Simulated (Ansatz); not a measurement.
# NiSi2/ZnS/NiSi2: predicting the conductance of a thicker barrier

How it was computed: Ansatz 0.2.0, plane waves with PAW datasets, PBE. Interfaces are relaxed in a short slab (with D3(BJ) where the barrier is layered), set between ideal electrode layers that go on as semi-infinite leads, and the zero-bias conductance G at 300 K comes from T(E) on a typed mesh. The error is the largest of the program's estimates from energy step, mesh, the leads' potential steps and neutrality; its separate bound for narrow resonances between the energies solved isn't counted and can be far larger. The lower electrode is NiSi2 (fluorite 111), the upper NiSi2 (fluorite 111) and the barrier ZnS (wurtzite 0001), on a net of side 3.84 Å; d is the distance between the electrodes' last planes.

Runs in hand:

| planes in the barrier | d (Å) | G (S/m²) | error (%) | lead step (meV) |
| --- | --- | --- | --- | --- |
| 4 | 8.80 | 1.47e13 | 26 | 10 |
| 8 | 15.13 | 6.65e11 | 31 | 10 |

Task: A further run has 12 planes, d = 21.46 Å. Fit G ∝ exp(−βd) to the rows shown and predict its conductance.

Working: Through two points, β = ln(1.47e13 / 6.65e11) / (15.13 − 8.80) = 3.10 / 6.33 = 0.489 Å⁻¹. From the last point shown, G = 6.65e11 × exp(−0.489 × 6.33) = 3.00e10 S/m².

Check: The run gave 2.96e10 S/m², with an error estimate of 34 % and a lead step of 10 meV. The prediction is 1.01 times that, a miss under 10 %.

**Limits.** The interfaces are ideal, one cell wide, strained to a common net and relaxed from one registry with their symmetry kept. PBE's gaps are too small, so true decay constants are likely larger where the Fermi level lies deep in a gap. No spin-orbit coupling, phonons, disorder or image charges enter. The rows shown are chosen by tests on error estimates (under 100 to 120 %), lead steps (under 150 meV, though the program warns over 25), intact interfaces and, for fits, a steady trend in the rows shown; the data set holds 414 series of this kind, and not all pass.
